PBE calculations of rock-salt ZrC (2-atom cell, static lattice), without spin polarisation or spin-orbit coupling, on a 10×10×10 k mesh with Fermi-Dirac smearing of 0.05 eV. Volume, bulk modulus and its slope (the derivative with respect to pressure) come from a Birch-Murnaghan fit to energies at seven volumes. A basis given in eV is a plane-wave cutoff.

```
         program                                  potentials                       basis  equilibrium volume (Å³/atom)  bulk modulus (GPa)  bulk modulus slope  equilibrium volume less the median of the rows (Å³/atom)
            GPAW        GPAW PAW data sets (gpaw data 1.2.1)                      800 eV                        13.005              222.70               4.070                                                    -0.049
Quantum ESPRESSO                     SSSP 1.3 efficiency PBE                      748 eV                        13.046              221.90               4.070                                                    -0.008
          Ansatz                                  Ansatz PAW                      420 eV                        13.050              222.00               4.060                                                    -0.004
     Ansatz LAPW      all electron LAPW, scalar relativistic  0.0005 eV/atom basis error                        13.054              221.70               4.060                                                     0.000
          SIRIUS                        all electron FP LAPW             apw+lo standard                        13.054              221.50               4.090                                                     0.000
           JDFTx              PseudoDojo SR PBE 0.5 standard                     1116 eV                        13.061              221.60               4.060                                                     0.007
          ABACUS         PseudoDojo NC SR 0.4.1 PBE standard                     1116 eV                        13.061              221.60               4.060                                                     0.007
          SIESTA  PseudoDojo 0.4 standard, converted to PSML                         DZP                        13.162              220.90               4.240                                                     0.108
```

Six of the eight programs agree on the equilibrium volume of zirconium carbide to within 0.015 Å³/atom, and two stand apart. SIESTA lies 0.108 Å³/atom above the median of the rows, GPAW 0.049 below it. The two all-electron programs, Ansatz LAPW and SIRIUS, both give the median itself, so the last column can be read as the deviation from an all-electron calculation. Every row describes the same crystal with the same functional, and the outliers must therefore come from the method of solution. Two ingredients are open to suspicion: the potential that stands in for the atomic core, and the basis, the set of functions from which the valence orbitals are built.

The potential is the tempting culprit for SIESTA. Zirconium has a large core, a pseudopotential freezes it, and a frozen core might well misjudge how closely the atoms pack. ABACUS provides the control, because it uses the same family of potentials but expands the orbitals in plane waves. Its volume is only 0.007 Å³/atom above the all-electron value, while SIESTA lies a further 0.101 above ABACUS. Nearly all of the excess thus appears when the potential family stays and the basis changes. SIESTA's potentials were also converted to another format, so a fault of conversion isn't strictly excluded, but the basis is now the leading suspect.

SIESTA's basis here is DZP: two radial functions for each valence orbital, plus polarisation functions that let the orbital deform. By the variational principle a restricted basis can only raise the energy, and SIESTA does lie above ABACUS at every volume computed. A higher energy alone doesn't enlarge a crystal, however. The total energies of JDFTx and ABACUS differ by about 48 eV per atom, yet the two volumes are identical, because that difference is the same at every volume. What moves the minimum is the change of the energy error as the crystal is squeezed or stretched.

Two familiar effects of a small atomic basis pull in opposite directions. In basis superposition, each atom borrows the functions of its neighbours to repair its own description; it borrows more when they are close, so the error falls on compression and the crystal comes out too small. In the other effect, the orbitals are too rigid to follow the compression, so the error rises and the crystal comes out too large. The numbers choose between them: SIESTA's energy lies 216 meV per atom above that of ABACUS at the smallest volume and 200 at the largest. If these two effects are the main ones, rigidity outweighs borrowing.

The physical reason can be argued from the shape of the orbitals. As the atoms approach, each valence electron feels the neighbouring nuclei more strongly and must also stay orthogonal to the neighbours' filled shells. The best orbital therefore departs further from that of the free atom. Plane waves can follow this change wherever it occurs, whereas a short list of atomic shapes follows it only in part. A larger atomic basis would test this reading directly; for the present it rests on the comparison with ABACUS and on the sign of the energy change.

The hydrogen molecule ion, H₂⁺, shows with a single electron what such rigidity does. If its orbital is built from two unchanged 1s functions of free hydrogen, the bond comes out at roughly 1.3 Å instead of 1.1 Å. Near two protons the electron wants a tighter orbital, and the frozen 1s shape denies it this most severely at short distance. Once the 1s function may contract, most of the excess length disappears. The analogy gives the direction of the error but not its size, since DZP is far more flexible than one fixed function and ZrC has many electrons.

The size follows from a simple model. Let E(V) be SIESTA's energy per atom at the volume per atom V, E_ref(V) that of ABACUS, and D(V) the difference:

E(V) = E_ref(V) + D(V)

Near its minimum at V₀ the reference curve is a parabola whose curvature is B₀/V₀, where B₀ is the bulk modulus. Adding a sloping D tilts the parabola, and the new minimum lies where the two slopes cancel:

V − V₀ = −D′ V₀/B₀

The slope D′ acts like a pressure from within. A quadratic through the seven energy differences gives D′ = −0.01094 eV/Å³ at V₀, and 1 eV/Å³ is about 160 GPa:

0.01094 × 160 GPa ≈ 1.75 GPa

V − V₀ ≈ (1.75/221.6) × 13.061 Å³ ≈ 0.103 Å³

The computed shift is 0.101 Å³/atom. The small excess has several sources: the model holds slope and stiffness fixed on the way to the new minimum, two simplifications that partly cancel, and the quadratic follows the energy differences only approximately. SIESTA's own energies entered the quadratic, so the agreement confirms the arithmetic of the tilt, not the origin of D. The formula also shows what matters in a neighbouring case: for the same internal pressure, a softer solid suffers the larger relative change in volume. The output below applies the same procedure to every row.

SIESTA's bulk modulus looks healthy at 220.9 GPa, and this appearance deceives. Stretched bonds are softer, and the ABACUS crystal expanded to SIESTA's volume would have a modulus of only 214.8 GPa. The basis error restores about 6 GPa, because it grows faster and faster on compression and so adds curvature to the energy. Two consequences of one error nearly cancel. A believable modulus is therefore no warrant for the volume, which is 0.8 % larger than that of ABACUS and would make a computed density too low by the same fraction.

GPAW, the outlier on the other side, calls for a different verdict. In a plane-wave calculation too low a cutoff makes the stress disagree with the slope of the energy curve, since the stress is taken with a fixed set of waves and the energies with a fixed cutoff. For GPAW the mismatch would place a minimum found from the stress about 0.011 Å³/atom lower still. The volume in the table comes from the energies instead, where most of the cutoff error should be common to all volumes and drop out. The PAW data sets, which represent the cores, are thus the more likely cause, though only runs with a higher cutoff and with other data sets could settle it. Here the suspicion that failed for SIESTA may well be right.

The stress test mustn't be carried over to an atomic basis. At the one volume tested below, SIESTA's stress matches its energy curve to about 0.003 GPa, partly by chance, and at the other volumes the two agree to within a tenth of a GPa, although the basis error pushes outwards with nearly 2 GPa. The stress is the derivative of the energy in that same restricted basis, and so it inherits the error faithfully. Internal consistency shows that a program differentiates its own energy correctly; only a better basis, or a second method such as plane waves, reveals whether that energy has the right shape. Even the close agreement of the other six programs concerns the solution of the PBE equations for a static lattice, and leaves open how far PBE itself is from real zirconium carbide.

Output of the analysis:

```
Volume shift from the energy difference to ABACUS:
               row  slope of difference in meV/A^3  predicted shift in A^3/atom  computed shift in A^3/atom
              GPAW                            5.96                     -0.05628                      -0.056
  Quantum ESPRESSO                           1.577                     -0.01489                      -0.015
            Ansatz                           1.141                     -0.01077                      -0.011
       Ansatz LAPW                          0.7771                    -0.007339                      -0.007
            SIRIUS                          0.7431                    -0.007017                      -0.007
             JDFTx                      -0.0001785                    1.686e-06                           0
            ABACUS                               0                            0                           0
            SIESTA                          -10.94                       0.1033                       0.101
Bulk modulus in two parts in GPa:
               row  ABACUS modulus at the row's volume  curvature of difference    sum  computed
              GPAW                               225.5                   -2.652  222.8     222.7
  Quantum ESPRESSO                               222.6                  -0.7395  221.9     221.9
            Ansatz                               222.4                   -0.345    222       222
       Ansatz LAPW                               222.1                  -0.6083  221.5     221.7
            SIRIUS                               222.1                  -0.1814  221.9     221.5
             JDFTx                               221.6                 -0.01637  221.6     221.6
            ABACUS                               221.6                        0  221.6     221.6
            SIESTA                               214.8                    6.011  220.8     220.9
SIESTA energy above ABACUS at the smallest volume in meV/atom: 216.4
SIESTA energy above ABACUS at the largest volume in meV/atom: 199.7
fall of that difference over the whole volume range in meV/atom: 16.68
ABACUS volume less all-electron SIRIUS in A^3/atom: 0.007
SIESTA volume less ABACUS in A^3/atom: 0.101
SIESTA volume less ABACUS in percent: 0.7733
spread of the six rows other than GPAW and SIESTA in A^3/atom: 0.015
GPAW pressure from energies less its stress in GPa: 0.1894
GPAW volume worth of that mismatch in A^3/atom: 0.01106
SIESTA pressure from energies less its stress in GPa: 0.002803
```
